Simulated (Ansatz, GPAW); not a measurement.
**Ballistic transport through a Ga chain with two P atoms in line, cheap and dear**

How well does a Ga chain with two P atoms in line conduct at low bias, and how far do basis and functional move the answer?

Program: GPAW 26.7.0 and Ansatz 0.2.0. Level of theory: Ansatz plane waves; Landauer transmission by layers, zero bias, in the first sound run; inputs show where later runs differ. Results are calculated unless marked as measured.

Report form: the programs' logs are mostly left out.

## 1. The structure

The cell holds 12 atoms: 10 Ga and 2 P. Cell: a = 9.000 Å, b = 9.000 Å, c = 29.512 Å, α = 90.0°, β = 90.0°, γ = 90.0°. Regions: left lead, 5 atoms (5 Ga); channel, 2 atoms (2 P); right lead, 5 atoms (5 Ga). Vacuum lies along a and b. The structure is stacked along c, and the current runs across the ab planes.

As a file:

```cif
data_structure
_symmetry_space_group_name_H-M 'P 1'
_symmetry_Int_Tables_number 1
_cell_length_a 9.0000
_cell_length_b 9.0000
_cell_length_c 29.5116
_cell_angle_alpha 90.000
_cell_angle_beta 90.000
_cell_angle_gamma 90.000
_cell_volume 2390.44
loop_
_atom_site_label
_atom_site_type_symbol
_atom_site_fract_x
_atom_site_fract_y
_atom_site_fract_z
_atom_site_occupancy
Ga1 Ga 0.50000 0.50000 0.04320 1
Ga2 Ga 0.50000 0.50000 0.12961 1
Ga3 Ga 0.50000 0.50000 0.21602 1
Ga4 Ga 0.50000 0.50000 0.30242 1
Ga5 Ga 0.50000 0.50000 0.38883 1
P6 P 0.50000 0.50000 0.46544 1
P7 P 0.50000 0.50000 0.53456 1
Ga8 Ga 0.50000 0.50000 0.61117 1
Ga9 Ga 0.50000 0.50000 0.69758 1
Ga10 Ga 0.50000 0.50000 0.78398 1
Ga11 Ga 0.50000 0.50000 0.87039 1
Ga12 Ga 0.50000 0.50000 0.95680 1
```

## 2. Plane-wave reference (PBE)

A plane-wave run comes first: its basis does not favour the atoms, so it serves as the reference for the orbital bases.

input.yaml reads:

```yaml
crystal:
  lattice:
    - [9.0, 0.0, 0.0]
    - [0.0, 9.0, 0.0]
    - [0.0, 0.0, 29.5116]
  atoms:
    - { symbol: Ga, position: [0.5, 0.5, 0.0432033505] }
    - { symbol: Ga, position: [0.5, 0.5, 0.1296100516] }
    - { symbol: Ga, position: [0.5, 0.5, 0.2160167527] }
    - { symbol: Ga, position: [0.5, 0.5, 0.3024234538] }
    - { symbol: Ga, position: [0.5, 0.5, 0.3888301549] }
    - { symbol: P, position: [0.5, 0.5, 0.4654373196] }
    - { symbol: P, position: [0.5, 0.5, 0.5345626804] }
    - { symbol: Ga, position: [0.5, 0.5, 0.6111698451] }
    - { symbol: Ga, position: [0.5, 0.5, 0.6975765462] }
    - { symbol: Ga, position: [0.5, 0.5, 0.7839832473] }
    - { symbol: Ga, position: [0.5, 0.5, 0.8703899484] }
    - { symbol: Ga, position: [0.5, 0.5, 0.9567966495] }
kpoints:
  mp_grid: { grid: [1, 1, 3] }
hamiltonian:
  xc: pbe
scf:
  occupations: { method: fermi_dirac, width: 0.1 }
output:
  transmission:
    leads: [[0, 1]]
    e_range: [-2, 2]
    de: 0.05
    kmesh: [1, 1]
    reduced_basis: true
  write_potential: true
  write_density: true
  volumetric_format: npy
  elf: true
```

Command:

```
$ ansatz run input.yaml --threads 2 --pin off --max-ram 4096MiB --backend cpu --events-out ev --progress --plain --runs-dir out
```

Wall time 21 min (2 threads of AMD EPYC 7R32 (Zen 2), shared host); peak memory 3.4 GiB.

This step gave:

```
free energy                                             : -39326.6802 eV
smearing term TS                                        : 0.6290 eV
symmetry operations                                     : 16
lead level                                              : 0 eV from the Fermi level
transmission at the Fermi level (one spin)              : 2.308
open channels of the lead at the Fermi level (one spin) : 3
step of the potential along the lead                    : 16.1 meV
offset of the lead                                      : 0 Å
```

One spin. Transmission, zone mean against energy, zero at the Fermi level:

| energy (eV) | transmission, zone mean |
| --- | --- |
| -2.00 | 0.682 |
| -1.85 | 0.715 |
| -1.70 | 0.780 |
| -1.60 | 0.886 |
| -1.55 | 0.990 |
| -1.45 | 0 |
| -1.30 | 0.452 |
| -1.15 | 0.560 |
| -1.05 | 0.594 |
| -0.90 | 0.628 |
| -0.75 | 0.652 |
| -0.60 | 0.673 |
| -0.50 | 0.686 |
| -0.35 | 0.703 |
| -0.20 | 1.99 |
| -0.05 | 2.31 |
| 0.00 | 2.31 |
| 0.05 | 2.28 |
| 0.20 | 2.13 |
| 0.35 | 1.96 |
| 0.50 | 1.85 |
| 0.60 | 1.81 |
| 0.75 | 1.79 |
| 0.90 | 1.81 |
| 1.05 | 1.84 |
| 1.15 | 1.87 |
| 1.30 | 1.91 |
| 1.45 | 1.96 |
| 1.60 | 2.01 |
| 1.70 | 2.05 |
| 1.85 | 2.11 |
| 2.00 | 2.17 |

One spin. The open channels, zone mean by energy, zero at the Fermi level:

| energy (eV) | open channels, zone mean |
| --- | --- |
| -2.000 | 1 |
| -1.800 | 1 |
| -1.600 | 1 |
| -1.400 | 1 |
| -1.200 | 1 |
| -1.000 | 1 |
| -0.800 | 1 |
| -0.600 | 1 |
| -0.400 | 1 |
| -0.200 | 3 |
| 0.000 | 3 |
| 0.200 | 3 |
| 0.400 | 3 |
| 0.600 | 3 |
| 0.800 | 3 |
| 1.000 | 3 |
| 1.200 | 3 |
| 1.400 | 3 |
| 1.600 | 3 |
| 1.800 | 3 |
| 2.000 | 3 |

Crystal 0, spin -, k parallel (0, 0); distinct values, listed up to 1.5 1/Å. The Im kz of the slowest decaying states by energy, zero at the Fermi level:

| energy (eV) | decay 1 (Å⁻¹) | decay 2 (Å⁻¹) | decay 3 (Å⁻¹) | decay 4 (Å⁻¹) |
| --- | --- | --- | --- | --- |
| -2.0000 | 0.645 | 1.14 | 1.27 | 1.35 |
| -1.7500 | 0.598 | 1.11 | 1.24 | 1.33 |
| -1.5000 | 0.00376 | 0.547 | 1.08 | 1.21 |
| -1.2500 | 0.490 | 1.05 | 1.19 | 1.28 |
| -1.0000 | 0.425 | 1.02 | 1.16 | 1.26 |
| -0.7500 | 0.346 | 0.982 | 1.13 | 1.23 |
| -0.5000 | 0.243 | 0.948 | 1.10 | 1.21 |
| -0.2500 | 0.912 | 1.07 | 1.18 | 1.19 |
| 0.0000 | 0.874 | 1.04 | 1.16 | 1.16 |
| 0.2500 | 0.835 | 1.01 | 1.13 | 1.13 |
| 0.5000 | 0.794 | 0.973 | 1.10 | 1.10 |
| 0.7500 | 0.751 | 0.939 | 1.07 | 1.07 |
| 1.0000 | 0.706 | 0.903 | 1.04 | 1.04 |
| 1.2500 | 0.657 | 0.866 | 1.01 | 1.01 |
| 1.5000 | 0.604 | 0.827 | 0.973 | 0.976 |
| 1.7500 | 0.546 | 0.786 | 0.938 | 0.943 |
| 2.0000 | 0.481 | 0.742 | 0.902 | 0.908 |

Crystal 0, spin -, k parallel (0, 0). The Re kz of states that move upwards by energy, zero at the Fermi level:

| energy (eV) | channel 1 (Å⁻¹) | channel 2 = channel 3 (Å⁻¹) |
| --- | --- | --- |
| -2.00 | 1.18 | - |
| -1.85 | 1.19 | - |
| -1.70 | 1.21 | - |
| -1.60 | 1.22 | - |
| -1.45 | - | - |
| -1.30 | -1.22 | - |
| -1.15 | -1.20 | - |
| -1.05 | -1.19 | - |
| -0.90 | -1.18 | - |
| -0.75 | -1.16 | - |
| -0.60 | -1.15 | - |
| -0.50 | -1.14 | - |
| -0.35 | -1.12 | - |
| -0.20 | -1.11 | 0.120 |
| -0.05 | -1.09 | 0.227 |
| 0.00 | -1.09 | 0.253 |
| 0.05 | -1.09 | 0.276 |
| 0.20 | -1.07 | 0.337 |
| 0.35 | -1.06 | 0.389 |
| 0.50 | -1.04 | 0.435 |
| 0.60 | -1.04 | 0.463 |
| 0.75 | -1.02 | 0.502 |
| 0.90 | -1.01 | 0.539 |
| 1.05 | -0.996 | 0.574 |
| 1.15 | -0.988 | 0.596 |
| 1.30 | -0.975 | 0.627 |
| 1.45 | -0.962 | 0.658 |
| 1.60 | -0.950 | 0.687 |
| 1.70 | -0.941 | 0.706 |
| 1.85 | -0.929 | 0.734 |
| 2.00 | -0.916 | 0.760 |

The electrostatic potential energy of an electron (with the applied field's), less the Fermi level, planar mean oscillates, so the rows of the table below give means over windows of 2.51 Å about each position, cut where the curve ends. Its maxima inside the range that stand out by 2 % of the span (Å: eV): 2.5: 3.63, 5.2: 3.64, 7.7: 3.63, 10.3: 3.78, 12.7: 4.22, 14.8: 4.41, 16.8: 4.22, 19.2: 3.78, 21.8: 3.63, 24.3: 3.64, 27.0: 3.63. Its minima: 1.3: 2.62, 3.8: 2.64, 6.3: 2.64, 8.9: 2.66, 11.4: 3.00, 13.7: 2.97, 15.8: 2.97, 18.1: 3.00, 20.7: 2.66, 23.2: 2.64, 25.7: 2.64, 28.2: 2.62.

Electrostatic potential energy of an electron (with the applied field's), less the Fermi level, planar mean against z; means over each step:

| z (Å) | electrostatic potential energy of an electron (with the applied field's), less the Fermi level, planar mean (eV) |
| --- | --- |
| 1.25 | 3.10 |
| 3.76 | 3.11 |
| 6.27 | 3.11 |
| 8.79 | 3.14 |
| 11.29 | 3.46 |
| 13.80 | 3.78 |
| 16.31 | 3.65 |
| 18.82 | 3.36 |
| 21.33 | 3.13 |
| 23.84 | 3.12 |
| 26.35 | 3.12 |
| 28.86 | 2.94 |

The valence density, planar mean oscillates, so the rows of the table below give means over windows of 2.51 Å about each position, cut where the curve ends. Its maxima inside the range that stand out by 2 % of the span (Å: e/Å³): 1.3: 0.211, 3.8: 0.216, 6.3: 0.215, 8.9: 0.206, 11.5: 0.214, 13.4: 0.0335, 16.1: 0.0335, 18.0: 0.214, 20.7: 0.206, 23.2: 0.215, 25.7: 0.216, 28.2: 0.211. Its minima: 2.5: 0.0137, 5.2: 0.0136, 7.7: 0.0134, 10.2: 0.0130, 12.5: 0.0187, 14.8: 0.0267, 17.0: 0.0187, 19.3: 0.0130, 21.8: 0.0134, 24.3: 0.0136, 27.0: 0.0137.

Valence density, planar mean against z; means over each step:

z (Å), valence density, planar mean (e/Å³) and a bar from the least value:
```
     1.25      0.064 ###################
     3.76      0.064 ###################
     6.27      0.064 ###################
     8.79      0.063 ###################
    11.29      0.064 ###################
    13.80      0.029 
    16.31      0.029 
    18.82      0.063 ###################
    21.33      0.063 ###################
    23.84      0.063 ###################
    26.35      0.063 ###################
    28.86      0.084 ##############################
```

ELF in the ca plane at fractional y = 0.500, with atoms of Ga and P within 0.2 Å of it. It is the smooth field of the valence electrons, not physical close to the nuclei.

Values, 13 rows by 16 columns, each cell a mean:
```
0.00 0.00 0.00 0.00 0.00 0.00 0.00 0.00 0.00 0.00 0.00 0.00 0.00 0.00 0.00 0.00
0.02 0.03 0.02 0.02 0.02 0.01 0.02 0.02 0.01 0.01 0.00 0.01 0.01 0.02 0.01 0.01
0.08 0.10 0.09 0.06 0.09 0.04 0.09 0.08 0.07 0.06 0.03 0.07 0.06 0.10 0.06 0.06
0.20 0.29 0.26 0.19 0.29 0.15 0.29 0.25 0.27 0.31 0.17 0.36 0.21 0.31 0.20 0.20
0.40 0.42 0.42 0.40 0.41 0.37 0.45 0.37 0.59 0.70 0.51 0.75 0.44 0.41 0.42 0.38
0.46 0.26 0.32 0.42 0.21 0.43 0.30 0.25 0.70 0.61 0.72 0.64 0.53 0.21 0.43 0.32
0.43 0.18 0.23 0.39 0.11 0.41 0.22 0.18 0.59 0.22 0.66 0.21 0.53 0.10 0.39 0.24
0.46 0.32 0.36 0.43 0.29 0.44 0.36 0.30 0.71 0.75 0.70 0.78 0.52 0.28 0.45 0.36
0.35 0.42 0.40 0.35 0.43 0.30 0.44 0.37 0.50 0.60 0.40 0.66 0.37 0.43 0.37 0.36
0.15 0.22 0.19 0.14 0.21 0.11 0.21 0.19 0.19 0.20 0.11 0.25 0.15 0.24 0.14 0.14
0.06 0.07 0.06 0.05 0.06 0.03 0.06 0.06 0.04 0.03 0.01 0.04 0.04 0.07 0.04 0.04
0.01 0.02 0.01 0.01 0.01 0.01 0.01 0.01 0.01 0.00 0.00 0.00 0.01 0.01 0.01 0.01
0.00 0.00 0.00 0.00 0.00 0.00 0.00 0.00 0.00 0.00 0.00 0.00 0.00 0.00 0.00 0.00
```
Columns run along c (16.0 Å, from fractional 0.16 to 0.70 of the cell), rows up along a (9.0 Å). Atoms in or near the plane, at fractional coordinates: Ga at (0.22, 0.50), Ga at (0.30, 0.50), Ga at (0.39, 0.50), P at (0.47, 0.50), P at (0.53, 0.50), Ga at (0.61, 0.50), Ga at (0.70, 0.50).

Electrostatic potential energy in the ca plane at fractional y = 0.500, with atoms of Ga and P within 0.2 Å of it. With pseudopotentials it is smooth inside the atoms' cores, unlike the true potential.

Ten even steps from '0' (-26 eV) to '9' (2 eV), each cell a mean:
```
99999999999999999999999999999999999999999999
99999999999999999999999999999999999999999999
99999999999999999999999999999999999999999999
99999999999999999999999999999999999999999999
99999999999999999999999999999999999999999999
99999999999999999999999999999999999999999999
99999999999999999999999999999999999999999999
99999899999889999999999999999999999999999998
89887788888777888877889988899888899877888887
78753247876324788632478743477633578632478863
47620004762000476200046300035100056200047620
36400002650000265000025100013000024100026510
37510003651000375100026100014000035100026610
67741026774102577411257510156310267410257741
88876568887656888765688876788866788765688876
99988889998888899888899999999999999988899988
99999999999999999999999999999999999999999999
99999999999999999999999999999999999999999999
99999999999999999999999999999999999999999999
99999999999999999999999999999999999999999999
99999999999999999999999999999999999999999999
99999999999999999999999999999999999999999999
99999999999999999999999999999999999999999999
99999999999999999999999999999999999999999999
```
Columns run along c (16.0 Å, from fractional 0.16 to 0.70 of the cell; values clipped at the 3rd and 97th percentile), rows up along a (9.0 Å). Atoms in or near the plane, at fractional coordinates: Ga at (0.22, 0.50), Ga at (0.30, 0.50), Ga at (0.39, 0.50), P at (0.47, 0.50), P at (0.53, 0.50), Ga at (0.61, 0.50), Ga at (0.70, 0.50).

Valence density in the ca plane at fractional y = 0.500, with atoms of Ga and P within 0.2 Å of it. It is the smooth field of the valence electrons, not physical close to the nuclei.

Values in e/Å³, 13 rows by 16 columns, each cell a mean:
```
 0  0  0  0  0  0  0  0  0  0  0  0  0  0  0  0
 0  0  0  0  0  0  0  0  0  0  0  0  0  0  0  0
 0  0  0  0  0  0  0  0  0  0  0  0  0  0  0  0
 0  0  0  0  0  0  0  0  0  0  0  0  0  0  0  0
 0  0  0  0  0  0  0  0  0  0  0  0  0  0  0  0
 0  2  1  0  3  0  2  2  0  1  1  1  0  3  0  1
 0 12  6  1 16  1  8  9  1  0  1  0  1 16  1  4
 0  1  1  0  1  0  1  1  0  0  0  1  0  1  0  0
 0  0  0  0  0  0  0  0  0  0  0  0  0  0  0  0
 0  0  0  0  0  0  0  0  0  0  0  0  0  0  0  0
 0  0  0  0  0  0  0  0  0  0  0  0  0  0  0  0
 0  0  0  0  0  0  0  0  0  0  0  0  0  0  0  0
 0  0  0  0  0  0  0  0  0  0  0  0  0  0  0  0
```
Columns run along c (16.0 Å, from fractional 0.16 to 0.70 of the cell), rows up along a (9.0 Å). Atoms in or near the plane, at fractional coordinates: Ga at (0.22, 0.50), Ga at (0.30, 0.50), Ga at (0.39, 0.50), P at (0.47, 0.50), P at (0.53, 0.50), Ga at (0.61, 0.50), Ga at (0.70, 0.50).

T at the Fermi level is 2.31 of 3 open channels a spin.

## 3. GPAW, dzp

Localised orbitals split the wire into layers that couple to their neighbours alone, which is what the Green's function method needs; double zeta with polarisation is the usual level for numbers.

This step: GPAW LCAO, PAW setups; Landauer transmission from Green's functions with principal layers (ASE), zero bias (GPAW 26.7.0).

run.py reads:

```python
import json
import numpy as np
from ase import Atoms
from ase.transport.calculators import TransportCalculator
from gpaw import GPAW, FermiDirac
from gpaw.lcao.tools import get_lcao_hamiltonian
from scipy.linalg import eigh

# The junction with lead layers at both ends, along the third cell vector
device = Atoms(
    ['Ga', 'Ga', 'Ga', 'Ga', 'Ga', 'P', 'P', 'Ga', 'Ga', 'Ga', 'Ga', 'Ga'],
    positions=[
        [4.50000, 4.50000, 1.27500],
        [4.50000, 4.50000, 3.82500],
        [4.50000, 4.50000, 6.37500],
        [4.50000, 4.50000, 8.92500],
        [4.50000, 4.50000, 11.47500],
        [4.50000, 4.50000, 13.73580],
        [4.50000, 4.50000, 15.77580],
        [4.50000, 4.50000, 18.03660],
        [4.50000, 4.50000, 20.58660],
        [4.50000, 4.50000, 23.13660],
        [4.50000, 4.50000, 25.68660],
        [4.50000, 4.50000, 28.23660]],
    cell=[[9.0, 0.0, 0.0], [0.0, 9.0, 0.0], [0.0, 0.0, 29.5116]],
    pbc=True)

# One principal layer of the lead: the first 3 atoms of the device
lead = Atoms(
    ['Ga', 'Ga', 'Ga'],
    positions=[
        [4.50000, 4.50000, 1.27500],
        [4.50000, 4.50000, 3.82500],
        [4.50000, 4.50000, 6.37500]],
    cell=[[9.0, 0.0, 0.0], [0.0, 9.0, 0.0], [0.0, 0.0, 7.65]],
    pbc=True)

settings = dict(mode='lcao', basis='dzp', xc='PBE', h=0.2,
                occupations=FermiDirac(0.1), maxiter=250,
                mixer=dict(beta=0.1, nmaxold=8, weight=100.0),
                convergence=dict(density=0.0001))
energies = np.arange(-2, 2 + 1e-9, 0.05)
eta = 0.0001
n1, n2 = 1, 1
# k and -k transmit alike, so half of the mesh across the current serves
mesh = [(i, j) for i in range(n1) for j in range(n2) if (i, j) <= (-i % n1, -j % n2)]
weights = np.array([1 if (i, j) == (-i % n1, -j % n2) else 2 for i, j in mesh]) / (n1 * n2)

# [... helper functions left out ...]
fermi_lead = ground_state(lead, (1, 1, 15), 'lead.txt')
fermi_device = ground_state(device, (1, 1, 3), 'device.txt')
# [... loop over the mesh left out, but for ...]
        # Shift the lead onto the potential of the device's first layer
        shift = ((H[:, 0, 0] - H0[:, 0, 0]) / S0[0, 0]).real.mean()
# [...]
kT = 8.617333e-5 * 300
bias = [0.1, 0.2, 0.5, 1.0, 1.5, 2.0]
# [... integrals and printing left out ...]
```

Command:

```
$ OMP_NUM_THREADS=1 OPENBLAS_NUM_THREADS=2 python run.py
```

Run time: 45 s. Hardware: 2 threads; peak memory 0.99 GiB.

This step gave:

* conductance: 2.286 G₀
* largest coupling past the next principal layer: 6.03e-5 eV
* largest misfit of the first principal layer: 0.03376 eV
* shift that aligns the lead: -0.001327 eV
* basis functions of the junction: 156
* basis functions of a principal layer: 39
* transmission at the Fermi level (one spin): 2.300

One spin. Transmission, zone mean against energy, zero at the Fermi level:

| energy (eV) | transmission, zone mean |
| --- | --- |
| -2.00 | 0.650 |
| -1.85 | 0.674 |
| -1.70 | 0.719 |
| -1.60 | 0.794 |
| -1.55 | 0.890 |
| -1.45 | 1.5e-5 |
| -1.30 | 0.532 |
| -1.15 | 0.601 |
| -1.05 | 0.625 |
| -0.90 | 0.651 |
| -0.75 | 0.671 |
| -0.60 | 0.689 |
| -0.50 | 0.701 |
| -0.35 | 0.717 |
| -0.20 | 1.96 |
| -0.05 | 2.30 |
| 0.00 | 2.30 |
| 0.05 | 2.28 |
| 0.20 | 2.12 |
| 0.35 | 1.96 |
| 0.50 | 1.85 |
| 0.60 | 1.81 |
| 0.75 | 1.80 |
| 0.90 | 1.81 |
| 1.05 | 1.85 |
| 1.15 | 1.88 |
| 1.30 | 1.93 |
| 1.45 | 1.98 |
| 1.60 | 2.03 |
| 1.70 | 2.07 |
| 1.85 | 2.13 |
| 2.00 | 2.19 |

Crossings of the lead's bands, unfolded to its shortest repeat. Open channels, zone mean against energy, zero at the Fermi level:

| energy (eV) | open channels, zone mean |
| --- | --- |
| -2.00 | 1 |
| -1.90 | 1 |
| -1.80 | 1 |
| -1.70 | 1 |
| -1.55 | 1 |
| -1.45 | 0 |
| -1.35 | 1 |
| -1.25 | 1 |
| -1.15 | 1 |
| -1.05 | 1 |
| -0.90 | 1 |
| -0.80 | 1 |
| -0.70 | 1 |
| -0.60 | 1 |
| -0.50 | 1 |
| -0.40 | 1 |
| -0.25 | 3 |
| -0.15 | 3 |
| -0.05 | 3 |
| 0.00 | 3 |
| 0.05 | 3 |
| 0.15 | 3 |
| 0.25 | 3 |
| 0.40 | 3 |
| 0.50 | 3 |
| 0.60 | 3 |
| 0.70 | 3 |
| 0.80 | 3 |
| 0.90 | 3 |
| 1.05 | 3 |
| 1.15 | 3 |
| 1.25 | 3 |
| 1.35 | 3 |
| 1.45 | 3 |
| 1.55 | 3 |
| 1.70 | 3 |
| 1.80 | 3 |
| 1.90 | 3 |
| 2.00 | 3 |

Not self-consistent under bias; the bias window is split evenly. Table of current through one cell, from the zero-bias transmission by bias:

| bias (V) | current through one cell, from the zero-bias transmission (μA) |
| --- | --- |
| 0.100 | 17.7 |
| 0.200 | 35.1 |
| 0.500 | 81.8 |
| 1.000 | 135 |
| 1.500 | 183 |
| 2.000 | 231 |

Table of transmission of the three most open eigenchannels by energy, zero at the Fermi level:

| energy (eV) | channel 1 | channel 2 | channel 3 |
| --- | --- | --- | --- |
| -2.00 | 0.650 | 0 | 0 |
| -1.85 | 0.674 | 0 | 0 |
| -1.70 | 0.719 | 0 | 0 |
| -1.60 | 0.794 | 0 | 0 |
| -1.45 | 1.5e-5 | 0 | 0 |
| -1.30 | 0.532 | 0 | 0 |
| -1.15 | 0.601 | 0 | 0 |
| -1.05 | 0.625 | 0 | 0 |
| -0.90 | 0.651 | 0 | 0 |
| -0.75 | 0.671 | 0 | 0 |
| -0.60 | 0.689 | 0 | 0 |
| -0.50 | 0.701 | 0 | 0 |
| -0.35 | 0.717 | 2.8e-10 | 2.8e-10 |
| -0.20 | 0.733 | 0.612 | 0.612 |
| -0.05 | 0.775 | 0.775 | 0.748 |
| 0.00 | 0.774 | 0.774 | 0.752 |
| 0.05 | 0.760 | 0.760 | 0.757 |
| 0.20 | 0.771 | 0.677 | 0.677 |
| 0.35 | 0.784 | 0.588 | 0.588 |
| 0.50 | 0.797 | 0.527 | 0.527 |
| 0.60 | 0.806 | 0.504 | 0.504 |
| 0.75 | 0.818 | 0.489 | 0.489 |
| 0.90 | 0.830 | 0.492 | 0.492 |
| 1.05 | 0.842 | 0.504 | 0.504 |
| 1.15 | 0.850 | 0.515 | 0.515 |
| 1.30 | 0.862 | 0.533 | 0.533 |
| 1.45 | 0.874 | 0.552 | 0.552 |
| 1.60 | 0.886 | 0.573 | 0.573 |
| 1.70 | 0.894 | 0.587 | 0.587 |
| 1.85 | 0.905 | 0.611 | 0.611 |
| 2.00 | 0.916 | 0.637 | 0.637 |

At the Fermi level T is 2.30 against 2.31 in plane waves. Couplings past the next layer reach 6.0e-5 eV, small enough to drop; the matrix elements of the cell's first layer differ from the bulk lead's by up to 0.034 eV. That layer keeps its own values in the calculation, and only beyond it is the lead taken as perfect. The Fermi levels of lead and junction count from different zeros of potential, one for each periodic cell; with both set to zero, the small remaining shift is what aligns them. By hand: G = 2.286 × 77.48 μS = 177 μS, a resistance of 5.65 kΩ; at 0.1 V a linear junction would pass 17.7 μA, and the integral over the bias window gives 17.7 μA.

(Continued in part 2 of 2.)

[Logs are printed without paths, hosts, clocks, repeated set-up lines and the standing remarks that a program may print on its own settings, such as how far it seeks lower states.]

[Hosts, paths, dates, database ids (printed as entryN), source tags and the programs' standing remarks are cut or masked in the printed files.]
